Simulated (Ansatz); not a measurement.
Runs of Ansatz 0.2.0 on SnSe. Symmetry: Fm-3m, No. 225, cubic system. Conventional cell: a = 6.020 Å, b = 6.020 Å, c = 6.020 Å, α = 90.00°, β = 90.00°, γ = 90.00°. Around Sn (site symmetry m-3m) lie 6 Se at 3.01 Å. Se (site symmetry m-3m) has 6 Sn at 3.01 Å as nearest neighbours. Measurements of this composition are mostly on another form, of space group No. 62.

| screening (1/Å) | share of exact exchange | gap on the mesh (eV) | pressure (GPa) |
| --- | --- | --- | --- |
| 0.4 | 0.25 | (b) | (c) |
| 0.2 | 0.25 | 0.49 | -1.8 |
| 0.6 | 0.25 | 0.55 | -1.2 |
| 0.1 | 0.25 | 0.59 | -1.9 |
| 0.2 | 0.4 | 0.41 | -2.5 |
| 0.2 | 0.5 | 0.35 | -3.0 |
| 0.3 | 0.25 | 0.49 | (a) |
| 0.15 | 0.25 | 0.51 | -1.9 |

Alike in all rows: task single point; level HSE06 form with a typed share of exact exchange; potentials or basis Ansatz PAW; no spin polarisation; cell as given; k mesh 4 × 4 × 4; cutoff (eV) 420; smearing fermi-dirac 0.05 eV; the mesh is coarse, so values aren't converged.

Problem. Estimate the missing entries.

Solution. (a) -1.7; (b) 0.52; (c) -1.5.

Caveats: all runs use coarse meshes; spin-orbit coupling is left out, which moves the levels of the heavy elements; the PAW data sets come from PBE, with cores solved anew for the run's functional, which leaves a small shift of forces and pressure; the thresholds are loose for stress.

A k mesh can miss the band edges, and the runs leave out spin-orbit coupling on Se, Sn.
